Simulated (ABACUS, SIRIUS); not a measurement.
This is a calculation of P for ABACUS 3.10.1. Atoms were shifted at random by some hundredths of an Å from the given cell, which wasn't relaxed again for these runs. 

INPUT

```
INPUT_PARAMETERS
suffix              P
calculation         scf
basis_type          pw
pseudo_dir          ./
symmetry            1
dft_functional      pbesol
ecutwfc             44
pseudo_rcut         7
nspin               1
nbands              14
ks_solver           dav
smearing_method     fd
smearing_sigma      0.00367493
scf_thr             1e-08
scf_nmax            100
mixing_type         broyden
mixing_beta         0.7
cal_force           1
cal_stress          1
out_chg             1
out_pot             2
out_elf             1
```

Contents of STRU:

```
ATOMIC_SPECIES
P 30.9738 P.upf

LATTICE_CONSTANT
1.8897261246

LATTICE_VECTORS
1.6477431241 -5.4650377251 0.0000000000
1.6477431241 5.4650377251 0.0000000000
0.0000000000 0.0000000000 4.5436355900

ATOMIC_POSITIONS
Direct

P
0.0
4
0.9126190000 0.1071780000 0.5932420000 1 1 1
0.0942290000 0.9063500000 0.4141000000 1 1 1
0.5918150000 0.4067210000 0.0934990000 1 1 1
0.4006760000 0.5827710000 0.9059460000 1 1 1
```

Contents of KPT:

```
K_POINTS
0
Gamma
8 8 6 0 0 0
```

Potentials or basis: PseudoDojo NC SR 0.4.1 PBEsol standard, plane waves.

Launch:

```sh
$ OMP_NUM_THREADS=1 mpirun -np 4 abacus > log
```

Question: Set up the same calculation for SIRIUS 7.12.0. Potentials or basis there: PseudoDojo 0.4.1 PBEsol standard (scalar relativistic), cutoff 611 eV.

Answer: As run (cutoffs and basis follow the program's own potentials, and thresholds, step limits or extra output files can differ):

The input sirius.json:

```json
{
  "control": {
    "processing_unit": "cpu",
    "verbosity": 2,
    "num_bands_to_print": 17,
    "print_forces": true,
    "print_stress": true
  },
  "parameters": {
    "electronic_structure_method": "pseudopotential",
    "xc_functionals": ["XC_GGA_X_PBE_SOL", "XC_GGA_C_PBE_SOL"],
    "gk_cutoff": 6.7,
    "pw_cutoff": 13.4,
    "ngridk": [8, 8, 6],
    "shiftk": [0, 0, 0],
    "smearing": "fermi_dirac",
    "smearing_width": 0.0018374661,
    "num_bands": 17,
    "num_mag_dims": 0,
    "num_dft_iter": 100,
    "energy_tol": 1e-08,
    "density_tol": 1e-06
  },
  "iterative_solver": {
    "type": "davidson",
    "min_tolerance": 1e-10
  },
  "mixer": {
    "type": "anderson",
    "beta": 0.7,
    "max_history": 8
  },
  "settings": {
    "tol_ne": 1e-10,
    "pseudo_grid_cutoff": 6.5
  },
  "unit_cell": {
    "lattice_vectors": [
      [3.113783228284, -10.327424561187, 0.0],
      [3.113783228284, 10.327424561187, 0.0],
      [0.0, 0.0, 8.586226875202]
    ],
    "atom_coordinate_units": "lattice",
    "atom_types": ["P"],
    "atom_files": {
      "P": "P.json"
    },
    "atoms": {
      "P": [
        [0.912619, 0.107178, 0.593242],
        [0.094229, 0.90635, 0.4141],
        [0.591815, 0.406721, 0.093499],
        [0.400676, 0.582771, 0.905946]
      ]
    }
  }
}
```

Potentials or basis: PseudoDojo 0.4.1 PBEsol standard (scalar relativistic).

Command:

```sh
$ upf_to_json P.upf
$ OMP_NUM_THREADS=1 sirius.scf --input=sirius.json --output=out.json --task=0
```

Both were run:

|  | ABACUS | SIRIUS |
| --- | --- | --- |
| Pressure | 1.3 GPa | 1.3 GPa |
| Largest force | 1.401 eV/Å | 1.401 eV/Å |
| Energy over the undisturbed cell | 22.7 meV/atom | 22.7 meV/atom |

Pressure is positive in compression.
